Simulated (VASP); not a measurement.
# GaN in VASP: one cell, several levels of theory

GaN (zincblende), under +4.0 % strain along z alone is computed at one geometry. Runs: PBE, r2SCAN. The results are then set beside those of Ansatz 0.2.0 for the same cell.

The runs shown are made with VASP 6.6.1. PAW datasets, plane waves. (Simulation; spin polarisation is off.)

## 1. Starting point

The cell comes from an earlier relaxation with r2SCAN in another program, then strained, with the atoms relaxed again.

It is tetragonal, I-4m2 (No. 119); a = 3.180 Å, c = 4.678 Å in the conventional setting, 11.83 Å³ an atom. Ga has 4 N at 1.97 Å; N has 4 Ga at 1.97 Å.

Structure file:

Space group I-4m2 (No. 119). a = 3.180 Å, b = 3.180 Å, c = 4.678 Å, α = 90.00°, β = 90.00°, γ = 90.00°
| atom | site | symmetry | x | y | z |
| --- | --- | --- | --- | --- | --- |
| Ga | 2a | -4m2 | 0.0000 | 0.0000 | 0.0000 |
| N | 2d | -4m2 | 0.5000 | 0.0000 | 0.2500 |

## 2. PBE at this geometry

The input, INCAR:

```
ENCUT = 520.000000
SIGMA = 0.020000
EDIFF = 1.00e-07
GGA = PE
PREC = Accurate
IBRION = -1
ISIF = 2
ISMEAR = -1
NBANDS = 16
NELM = 120
NSW = 0
LASPH = .TRUE.
LCHARG = .TRUE.
LELF = .TRUE.
LWAVE = .FALSE.
LREAL = .FALSE.
```

The input, KPOINTS:

```
KPOINTS created by Atomic Simulation Environment
0
Gamma
10 10 10
0 0 0
```

The input, KPOINTS_OPT:

```
special points
6
Reciprocal
0.0000000000 0.0000000000 0.0000000000 1
-0.5000000000 -0.5000000000 0.0000000000 1
-0.3750000000 -0.3750000000 0.2500000000 1
-0.3750000000 0.0000000000 0.3750000000 1
0.0000000000 0.0000000000 0.5000000000 1
-0.5000000000 -0.2500000000 0.2500000000 1
```

The input, POSCAR:

```
Ga N
 1.0000000000000000
     0.0000000000000000    2.2489525411000000    2.3389106427000002
     2.2489525411000000    0.0000000000000000    2.3389106427000002
     2.2489525411000000    2.2489525411000000    0.0000000000000000
 Ga  N
   1   1
Cartesian
  0.0000000000000000  0.0000000000000000  0.0000000000000000
  1.1244762705499998  1.1244762705499998  1.1694553213500001
```

Potentials: the recommended PBE PAW datasets, 18 valence electrons in the neutral cell.

Launch:

```sh
$ mpirun -np 1 vasp_std
```

Standard output, without the iteration lines:

```text
POSCAR found type information on POSCAR GaN
 POSCAR found :  2 types and       2 ions
 LDA part: xc-table for (Slater+PW92), standard interpolation
 POSCAR, INCAR and KPOINTS ok, starting setup
 FFT: planning ... GRIDC
 FFT: planning ... GRID_SOFT
 FFT: planning ... GRID
 WAVECAR not read
 entering main loop
 Start KPOINTS_OPT (optional k-point list driver)
k-point batch [1-6\6]
```

OSZICAR:

```text
N       E                     dE             d eps       ncg     rms          rms(c)
DAV:   1     0.820244441894E+02    0.82024E+02   -0.93975E+03  3704   0.201E+03
DAV:   2    -0.808203651464E+01   -0.90106E+02   -0.84178E+02  3744   0.329E+02
DAV:   3    -0.140229350608E+02   -0.59409E+01   -0.59169E+01  3824   0.707E+01
DAV:   4    -0.140918087182E+02   -0.68874E-01   -0.68860E-01  4208   0.822E+00
DAV:   5    -0.140927064357E+02   -0.89772E-03   -0.89771E-03  3896   0.836E-01    0.760E+00
DAV:   6    -0.121468755685E+02    0.19458E+01   -0.49516E+00  4944   0.387E+01    0.269E+00
DAV:   7    -0.121514158643E+02   -0.45403E-02   -0.30454E-01  3528   0.671E+00    0.176E+00
DAV:   8    -0.121477589253E+02    0.36569E-02   -0.65109E-02  3680   0.319E+00    0.849E-01
DAV:   9    -0.121431404061E+02    0.46185E-02   -0.14027E-02  4904   0.256E+00    0.227E-01
DAV:  10    -0.121435519807E+02   -0.41157E-03   -0.13997E-03  3704   0.470E-01    0.119E-01
DAV:  11    -0.121434621437E+02    0.89837E-04   -0.24596E-04  4848   0.249E-01    0.850E-03
DAV:  12    -0.121434669471E+02   -0.48034E-05   -0.28075E-05  3736   0.481E-02    0.712E-03
DAV:  13    -0.121434667927E+02    0.15431E-06   -0.57838E-07  4240   0.125E-02    0.218E-03
DAV:  14    -0.121434667222E+02    0.70534E-07   -0.42699E-08  2784   0.258E-03
   1 F= -.12143467E+02 E0= -.12143467E+02  d E =-.252529E-12
       N       E                     dE             ncg
DAV:   1     0.265014099108E+04   -0.40784E+04      232
DAV:   2     0.219985354635E+04   -0.45029E+03      224
DAV:   3     0.217477591555E+04   -0.25078E+02      256
DAV:   4     0.217454400596E+04   -0.23191E+00      208
DAV:   5     0.217454061172E+04   -0.33942E-02      264
DAV:   6     0.217454051521E+04   -0.96506E-04      240
DAV:   7     0.217454051329E+04   -0.19181E-05      264
DAV:   8     0.217454051321E+04   -0.88984E-07      208
```

The lines after F= are the extra pass for the points of KPOINTS_OPT, at fixed density; their E is not a total energy.

Parts of OUTCAR:

```text
k-points           NKPTS =    102   k-points in BZ     NKDIM =    102   number of bands    NBANDS=     16

   NELECT =      18.0000    total number of electrons

   dimension x,y,z NGX =    24 NGY =   24 NGZ =   24
   dimension x,y,z NGXF=    48 NGYF=   48 NGZF=   48

  energy-cutoff  :      520.00
  volume of cell :       23.66
      direct lattice vectors                 reciprocal lattice vectors
     0.000000000  2.248952541  2.338910643    -0.222325723  0.222325723  0.213774734
     2.248952541  0.000000000  2.338910643     0.222325723 -0.222325723  0.213774734
     2.248952541  2.248952541  0.000000000     0.222325723  0.222325723 -0.213774734

 k-points in reciprocal lattice and weights: KPOINTS created by Atomic Simulation Env
   0.00000000  0.00000000  0.00000000       0.001
   0.10000000  0.00000000  0.00000000       0.008
   0.20000000  0.00000000  0.00000000       0.008
   0.30000000 -0.00000000  0.00000000       0.008
   0.40000000 -0.00000000  0.00000000       0.008
   0.50000000  0.00000000  0.00000000       0.004
   0.10000000  0.10000000  0.00000000       0.002
   0.20000000  0.10000000  0.00000000       0.008
[... 94 more k-points ...]

 E-fermi :   5.4473

 k-point     1 :       0.0000    0.0000    0.0000
  band No.  band energies     occupation
      1     -10.7258      2.00000
      2      -8.5223      2.00000
      3      -8.4807      2.00000
      4      -8.4807      2.00000
      5      -8.2092      2.00000
      6      -8.2079      2.00000
      7       4.7991      2.00000
      8       4.9912      2.00000
      9       4.9912      2.00000
     10       6.4317      0.00000
     11      14.9948      0.00000
     12      14.9948      0.00000
     13      15.1039      0.00000
     14      22.0905      0.00000
     15      22.7334      0.00000
     16      23.6658      0.00000

 k-point     2 :       0.1000    0.0000    0.0000
  band No.  band energies     occupation
      1     -10.6235      2.00000
      2      -8.5028      2.00000
      3      -8.4685      2.00000
      4      -8.4466      2.00000
      5      -8.2112      2.00000
      6      -8.2078      2.00000
      7       3.8077      2.00000
      8       4.7569      2.00000
      9       4.8981      2.00000
     10       7.3194      0.00000
     11      14.4989      0.00000
     12      15.1739      0.00000
     13      15.2275      0.00000
     14      21.5381      0.00000
     15      22.4866      0.00000
     16      22.6801      0.00000

 k-point     3 :       0.2000    0.0000    0.0000
  band No.  band energies     occupation
      1     -10.3708      2.00000
      2      -8.4688      2.00000
      3      -8.4402      2.00000
      4      -8.2849      2.00000
      5      -8.2127      2.00000
      6      -8.2007      2.00000
      7       2.0476      2.00000
      8       4.4807      2.00000
      9       4.6692      2.00000
     10       8.3884      0.00000
     11      13.7113      0.00000
     12      15.4063      0.00000
     13      15.5153      0.00000
     14      20.7726      0.00000
     15      21.6574      0.00000
     16      21.7728      0.00000

 k-point     4 :       0.3000   -0.0000    0.0000
  band No.  band energies     occupation
      1     -10.1138      2.00000
      2      -8.4430      2.00000
      3      -8.4149      2.00000
      4      -8.2040      2.00000
      5      -8.1895      2.00000
      6      -7.8794      2.00000
      7       0.2479      2.00000
      8       4.1712      2.00000
      9       4.4112      2.00000
     10       9.0430      0.00000
     11      13.3561      0.00000
     12      15.2979      0.00000
     13      15.6271      0.00000
     14      20.3450      0.00000
     15      21.9908      0.00000
     16      22.0272      0.00000

 k-point     5 :       0.4000   -0.0000    0.0000
  band No.  band energies     occupation
      1      -9.9684      2.00000
      2      -8.4321      2.00000
      3      -8.4042      2.00000
      4      -8.1866      2.00000
      5      -8.1651      2.00000
      6      -7.2919      2.00000
      7      -1.2485      2.00000
      8       3.9391      2.00000
      9       4.2188      2.00000
     10       9.2676      0.00000
     11      13.4083      0.00000
     12      15.0281      0.00000
     13      15.4928      0.00000
     14      20.2101      0.00000
     15      23.2344      0.00000
     16      23.3543      0.00000

[... the tables of k-points 6 to 102 left out ...]

  Total        0.1167780      0.1167780     -0.6599938      0.0000000     -0.0000000      0.0000000
  in kB        7.9080122      7.9080122    -44.6936922      0.0000000     -0.0000000      0.0000000
  external PRESSURE =      -9.6258892 kB  Pullay stress =       0.0000000 kB

 POSITION                                       TOTAL-FORCE (eV/Angst)
 -----------------------------------------------------------------------------------
      0.00000      0.00000      0.00000         0.000000      0.000000     -0.000000
      1.12448      1.12448      1.16946        -0.000000     -0.000000      0.000000
 -----------------------------------------------------------------------------------
    total drift:                                0.000001      0.000001      0.000002

  FREE ENERGIE OF THE ION-ELECTRON SYSTEM (eV)
  ---------------------------------------------------
  free  energy   TOTEN  =       -12.1434667222 eV

  energy  without entropy=      -12.1434667222  energy(sigma->0) =      -12.14346672
```

Hardware: 1 MPI rank of Intel Xeon Platinum 8488C, shared host.

The levels at the points of KPOINTS_OPT are read from vasprun.xml.

Band energies at the special points (eV, zero at the top of v, the last band that the electrons fill by count):

```csv
point,v−1,v,c,c+1
Γ,0.00,0.00,1.44,10.00
X,-2.45,-2.45,3.45,6.79
U,-4.15,-1.95,5.12,7.70
K,-4.12,-2.23,4.76,7.41
L,-1.14,-0.84,4.31,8.50
W,-3.59,-3.53,6.19,7.98
```

PBE gives a direct gap of 1.44 eV at Γ. The pressure is -0.96 GPa; the forces vanish within 0.01 eV/Å.

The maps below are laid out on this run's own conventional cell (a, b, c = 3.180, 3.180, 4.678 Å).

Density in a lattice plane of the grid's cell (edges 3.18 and 4.68 Å, at 0.000 of the third edge), which holds Ga and N.

Values in e/Å³, 12 rows by 8 columns:
```
 9.21  4.85  0.64  0.14  0.10  0.14  0.64  4.86
 1.37  0.68  0.19  0.08  0.05  0.08  0.19  0.68
 0.20  0.16  0.10  0.06  0.04  0.06  0.10  0.16
 0.09  0.08  0.06  0.06  0.05  0.06  0.06  0.08
 0.05  0.05  0.06  0.08  0.10  0.08  0.06  0.05
 0.03  0.05  0.10  0.19  0.24  0.19  0.10  0.05
 0.05  0.08  0.23  0.58  0.87  0.58  0.23  0.08
 0.09  0.16  0.53  1.79  2.87  1.79  0.53  0.16
 0.20  0.29  0.85  2.84  3.67  2.84  0.85  0.29
 1.37  0.80  0.81  1.98  2.87  1.98  0.81  0.79
 9.21  4.82  0.89  0.72  0.87  0.72  0.89  4.81
16.56  9.01  1.30  0.29  0.25  0.29  1.30  9.01
```
Columns run along the first of these edges and rows up along the second, over one cell in 8 and 12 even steps from the bottom left corner. Atoms in the plane (fractional): Ga at (0.00, 0.00), N at (0.50, 0.25).

ELF in the same plane.

Ten even steps from ' ' (0.01) to '@' (0.84):
```
      ..::::::::::::::::::..    
    ..::::::..........::::::..  
::::::::::....      ....::::::::
::::::......          ......::::
..........              ........
....                          ..
                                
                ..              
          ....::::::....        
        ..::--==++==--::..      
      ..--++**##%%##**++--..    
    ..--++##%%@@@@@@%%##++--..  
    ::++##%%@@%%%%%%@@%%##++::  
....--**%%@@%%++==++%%@@%%**--..
..::==**@@@@##--..--##@@@@**==::
::::--**%%@@@@**==**@@@@%%**--::
::::--++##@@@@@@%%@@@@@@##++--::
  ..::--++##@@@@@@@@@@##++--::..
      ::--==**##%%##**==--::    
::    ..::----==++==----::..    
```
Columns run along the first of these edges and rows up along the second, over one cell in 16 and 20 even steps from the bottom left corner. Atoms in the plane (fractional): Ga at (0.00, 0.00), N at (0.50, 0.25).

Both are smooth fields of the valence electrons: close to the nuclei they are not physical.

Outside the cores ELF peaks at 0.86 in the shell around N, 0.6 Å from N; 0.85 on the N–Ga line, 0.7 Å from N.

## 3. r2SCAN

The input, INCAR:

```
ENCUT = 520.000000
SIGMA = 0.010000
EDIFF = 1.00e-07
ALGO = Normal
METAGGA = R2SCAN
PREC = Accurate
IBRION = -1
ISIF = 2
ISMEAR = 0
NBANDS = 16
NELM = 120
NSW = 0
LASPH = .TRUE.
LCHARG = .FALSE.
LWAVE = .FALSE.
LREAL = .FALSE.
```

KPOINTS is that of step 2.

KPOINTS_OPT is that of step 2.

POSCAR is that of step 2.

Launch:

```sh
$ mpirun -np 1 vasp_std
```

Printed to the terminal (iteration lines stand in OSZICAR):

```text
POSCAR found type information on POSCAR GaN
 POSCAR found :  2 types and       2 ions
 -----------------------------------------------------------------------------
|                                                                             |
|                                                                             |
|     You enforced a specific xc type in the INCAR file but a different       |
|     I HOPE YOU KNOW WHAT YOU ARE DOING!                                     |
|                                                                             |
 -----------------------------------------------------------------------------

 LDA part: xc-table for (None), standard interpolation
 POSCAR, INCAR and KPOINTS ok, starting setup
 FFT: planning ... GRIDC
 FFT: planning ... GRID_SOFT
 FFT: planning ... GRID
 WAVECAR not read
 entering main loop
 Start KPOINTS_OPT (optional k-point list driver)
k-point batch [1-6\6]
```

OSZICAR:

```text
N       E                     dE             d eps       ncg     rms          rms(c)
DAV:   1     0.713348728657E+02    0.71335E+02   -0.96185E+03  3704   0.206E+03
DAV:   2    -0.205543527397E+02   -0.91889E+02   -0.85947E+02  3736   0.338E+02
DAV:   3    -0.266800513021E+02   -0.61257E+01   -0.61012E+01  3816   0.728E+01
DAV:   4    -0.267531059798E+02   -0.73055E-01   -0.73040E-01  4224   0.855E+00
DAV:   5    -0.267540496094E+02   -0.94363E-03   -0.94361E-03  3904   0.864E-01    0.705E+00
DAV:   6    -0.217815835852E+02    0.49725E+01   -0.35318E+00  4976   0.399E+01    0.246E+00
DAV:   7    -0.218615510456E+02   -0.79967E-01   -0.39658E-01  3528   0.699E+00    0.171E+00
DAV:   8    -0.218732859868E+02   -0.11735E-01   -0.38875E-02  4440   0.486E+00    0.236E-01
DAV:   9    -0.218716377680E+02    0.16482E-02   -0.13319E-02  4792   0.298E+00    0.147E-01
DAV:  10    -0.218717745311E+02   -0.13676E-03   -0.94978E-04  3808   0.268E-01    0.171E-01
DAV:  11    -0.218718577689E+02   -0.83238E-04   -0.14116E-04  4152   0.286E-01    0.643E-02
DAV:  12    -0.218718250952E+02    0.32674E-04   -0.80293E-05  4680   0.158E-01    0.270E-02
DAV:  13    -0.218718087695E+02    0.16326E-04   -0.20145E-05  5032   0.949E-02    0.920E-03
DAV:  14    -0.218718050736E+02    0.36959E-05   -0.50913E-06  4112   0.198E-02    0.386E-03
DAV:  15    -0.218718045462E+02    0.52745E-06   -0.48546E-07  4384   0.145E-02    0.128E-03
DAV:  16    -0.218718046448E+02   -0.98687E-07   -0.69968E-08  2744   0.308E-03
   1 F= -.21871805E+02 E0= -.21871805E+02  d E =-.119275-106
       N       E                     dE             ncg
DAV:   1     0.260269129222E+04   -0.41259E+04      232
DAV:   2     0.213760283799E+04   -0.46509E+03      224
DAV:   3     0.211168554932E+04   -0.25917E+02      256
DAV:   4     0.211143112419E+04   -0.25443E+00      224
DAV:   5     0.211142757464E+04   -0.35496E-02      248
DAV:   6     0.211142746691E+04   -0.10773E-03      248
DAV:   7     0.211142746310E+04   -0.38118E-05      256
DAV:   8     0.211142746288E+04   -0.21912E-06      216
DAV:   9     0.211142746287E+04   -0.49208E-08      184
```

Parts of OUTCAR:

```text
k-points           NKPTS =    102   k-points in BZ     NKDIM =    102   number of bands    NBANDS=     16

   NELECT =      18.0000    total number of electrons

   dimension x,y,z NGX =    24 NGY =   24 NGZ =   24
   dimension x,y,z NGXF=    48 NGYF=   48 NGZF=   48

  energy-cutoff  :      520.00
  volume of cell :       23.66
      direct lattice vectors                 reciprocal lattice vectors
     0.000000000  2.248952541  2.338910643    -0.222325723  0.222325723  0.213774734
     2.248952541  0.000000000  2.338910643     0.222325723 -0.222325723  0.213774734
     2.248952541  2.248952541  0.000000000     0.222325723  0.222325723 -0.213774734

 k-points in reciprocal lattice and weights: KPOINTS created by Atomic Simulation Env
   0.00000000  0.00000000  0.00000000       0.001
   0.10000000  0.00000000  0.00000000       0.008
   0.20000000  0.00000000  0.00000000       0.008
   0.30000000 -0.00000000  0.00000000       0.008
   0.40000000 -0.00000000  0.00000000       0.008
   0.50000000  0.00000000  0.00000000       0.004
   0.10000000  0.10000000  0.00000000       0.002
   0.20000000  0.10000000  0.00000000       0.008
[... 94 more k-points ...]

 E-fermi :   4.8811

 k-point     1 :       0.0000    0.0000    0.0000
  band No.  band energies     occupation
      1     -11.7842      2.00000
      2      -9.1779      2.00000
      3      -9.1371      2.00000
      4      -9.1371      2.00000
      5      -8.8369      2.00000
      6      -8.8352      2.00000
      7       4.5341      2.00000
      8       4.7278      2.00000
      9       4.7278      2.00000
     10       6.5560      0.00000
     11      15.4188      0.00000
     12      15.4189      0.00000
     13      15.5386      0.00000
     14      22.7557      0.00000
     15      23.2980      0.00000
     16      24.1149      0.00000

 k-point     2 :       0.1000    0.0000    0.0000
  band No.  band energies     occupation
      1     -11.6808      2.00000
      2      -9.1579      2.00000
      3      -9.1244      2.00000
      4      -9.1022      2.00000
      5      -8.8388      2.00000
      6      -8.8350      2.00000
      7       3.5541      2.00000
      8       4.4899      2.00000
      9       4.6324      2.00000
     10       7.4345      0.00000
     11      14.9189      0.00000
     12      15.6059      0.00000
     13      15.6667      0.00000
     14      22.0135      0.00000
     15      23.0642      0.00000
     16      23.1724      0.00000

 k-point     3 :       0.2000    0.0000    0.0000
  band No.  band energies     occupation
      1     -11.4201      2.00000
      2      -9.1226      2.00000
      3      -9.0943      2.00000
      4      -8.9433      2.00000
      5      -8.8403      2.00000
      6      -8.8288      2.00000
      7       1.7384      2.00000
      8       4.2051      2.00000
      9       4.3972      2.00000
     10       8.5633      0.00000
     11      14.1221      0.00000
     12      15.8432      0.00000
     13      15.9553      0.00000
     14      21.2548      0.00000
     15      22.1602      0.00000
     16      22.2320      0.00000

 k-point     4 :       0.3000   -0.0000    0.0000
  band No.  band energies     occupation
      1     -11.1371      2.00000
      2      -9.0942      2.00000
      3      -9.0661      2.00000
      4      -8.8324      2.00000
      5      -8.8175      2.00000
      6      -8.5635      2.00000
      7      -0.1117      2.00000
      8       3.8857      2.00000
      9       4.1314      2.00000
     10       9.2678      0.00000
     11      13.7705      0.00000
     12      15.7034      0.00000
     13      16.0458      0.00000
     14      20.8630      0.00000
     15      22.5360      0.00000
     16      22.5409      0.00000

 k-point     5 :       0.4000   -0.0000    0.0000
  band No.  band energies     occupation
      1     -10.9583      2.00000
      2      -9.0808      2.00000
      3      -9.0526      2.00000
      4      -8.8161      2.00000
      5      -8.7936      2.00000
      6      -8.0193      2.00000
      7      -1.6294      2.00000
      8       3.6456      2.00000
      9       3.9327      2.00000
     10       9.5124      0.00000
     11      13.8395      0.00000
     12      15.3997      0.00000
     13      15.8787      0.00000
     14      20.7630      0.00000
     15      23.8749      0.00000
     16      24.0372      0.00000

[... the tables of k-points 6 to 102 left out ...]

  Total       -0.6396137     -0.6396137     -1.4692373      0.0000000      0.0000000     -0.0000000
  in kB      -43.3135834    -43.3135834    -99.4943274      0.0000000      0.0000000     -0.0000000
  external PRESSURE =     -62.0404981 kB  Pullay stress =       0.0000000 kB

 POSITION                                       TOTAL-FORCE (eV/Angst)
 -----------------------------------------------------------------------------------
      0.00000      0.00000      0.00000         0.000000      0.000000      0.000000
      1.12448      1.12448      1.16946        -0.000000     -0.000000     -0.000000
 -----------------------------------------------------------------------------------
    total drift:                                0.000017      0.000017      0.000002

  FREE ENERGIE OF THE ION-ELECTRON SYSTEM (eV)
  ---------------------------------------------------
  free  energy   TOTEN  =       -21.8718046448 eV

  energy  without entropy=      -21.8718046448  energy(sigma->0) =      -21.87180464
```

Hardware: 1 MPI rank of Intel Xeon Platinum 8488C, shared host.

The levels at the points of KPOINTS_OPT are read from vasprun.xml.

Levels at the named points, in eV from the top of band v (v: the last filled band by count, c: the next):

```csv
point,v−1,v,c,c+1
Γ,0.00,0.00,1.83,10.69
X,-2.53,-2.53,3.87,7.38
U,-4.24,-2.01,5.59,8.38
K,-4.21,-2.30,5.22,8.06
L,-1.17,-0.87,4.82,9.20
W,-3.69,-3.59,6.69,8.69
```

r2SCAN gives a direct gap of 1.83 eV at Γ. The pressure is -6.20 GPa; the forces vanish within 0.01 eV/Å.

## 4. Summary

```
 level  gap (eV)  pressure (GPa)  Ansatz: gap (eV)  Ansatz: pressure (GPa)
   PBE      1.44           -0.96              1.43                   -1.05
r2SCAN      1.83           -6.20              1.83                   -7.18
```

**Reading.** The gap runs from 1.44 eV (PBE) to 1.83 eV (r2SCAN). The pressure is highest with PBE (-1.0 GPa) and lowest with r2SCAN (-6.2 GPa), which orders the cells that they would relax to. The two programs agree on the gap within 0.02 eV, far less than the spread between functionals. Datasets and cutoffs are each program's own.
